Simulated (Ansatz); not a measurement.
## BAs: pressure against volume

BAs, F-43m, a = 4.809 Å. Ansatz: PBE, PAW, 420 eV, Γ-centred 10×10×10 mesh on 2 atoms, Gaussian smearing 0.02 eV; no spin polarisation. Symmetry fixes shape and atoms, so the cell is only scaled; pressure is positive in compression.

| V (Å³/atom) | P (GPa) |
| --- | --- |
| 12.232 | ? |
| 12.649 | 15.09 |
| 13.066 | 9.28 |
| 13.483 | 4.31 |
| 13.900 | 0.04 |
| 14.317 | -3.62 |
| 14.734 | -6.75 |
| 15.290 | -10.24 |

Question: Take V0 = 13.900 Å³/atom, count pressures from its P0 = 0.04 GPa, fit the third-order Birch–Murnaghan form to the other rows, and predict the missing pressure.

Answer: With the Eulerian strain f = ½[(V0/V)^(2/3) − 1] and y = (P − P0)/[3f(1 + 2f)^(5/2)], the form is the line y = B0 + 1.5 B0 (B0′ − 4) f. Rows (f, y): 0.03245, 132.1; 0.02106, 131.9; 0.01026, 131.9; -0.00976, 131.3; -0.01905, 130.9; -0.03078, 130.5. Means f = 0.0006967, y = 131.43; Σ(Δf)² = 0.003004, ΣΔfΔy = 0.07644; the slope is their ratio. y = 131.4 + 25.44 f GPa, so B0 = 131.4 GPa and B0′ = 4 + 2 × (25.44)/(3 × 131.4) = 4.13. At V = 12.232, f = 0.04448, y = 132.53 and P = 21.92 GPa. The run gave 21.87 GPa, so the fit is 0.05 GPa too high, a small miss on the scale of the series.